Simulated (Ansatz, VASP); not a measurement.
One calculation of NaH6, two programs

```
Na H
1.0
     4.03353    0.00000    0.00000
     0.00000    4.03353    0.00000
     0.00000    0.00000    4.03353
Na H
1 6
Direct
  0.00000 0.00000 0.00000
  0.10083 0.50000 0.50000
  0.50000 0.10083 0.50000
  0.89917 0.50000 0.50000
  0.50000 0.89917 0.50000
  0.50000 0.50000 0.10083
  0.50000 0.50000 0.89917
```

Change from the starting cell: species swapped into the YbB6 type (Pm-3m, No. 221).

Alike in both runs: functional PBE; k mesh 10 × 10 × 10; occupations gaussian, width 0.1 eV; no spin polarisation.

Ansatz relaxed the structure, and its values are those at the end. VASP's run is a single point on that final structure, the one shown.

|  | VASP | Ansatz |
| --- | --- | --- |
| version | VASP 6.6.1 | Ansatz 0.2.0 |
| potentials or method | VASP PAW PBE potentials, release 64 (Na_pv, H) | scalar-relativistic, plane waves, PAW |
| plane-wave cutoff (eV) | 520 | 420 |
| valence electrons in the cell | 13 | 15 |

|  | VASP | Ansatz | Ansatz less VASP |
| --- | --- | --- | --- |
| gap on the k mesh at the Fermi level (eV) | none | none | - |
| pressure (GPa) | -0.2 | 0.0 | +0.20 |

A gap of «none» marks a metal or a gap that the smearing closes. The two sets of potentials don't hold the same shells in valence.
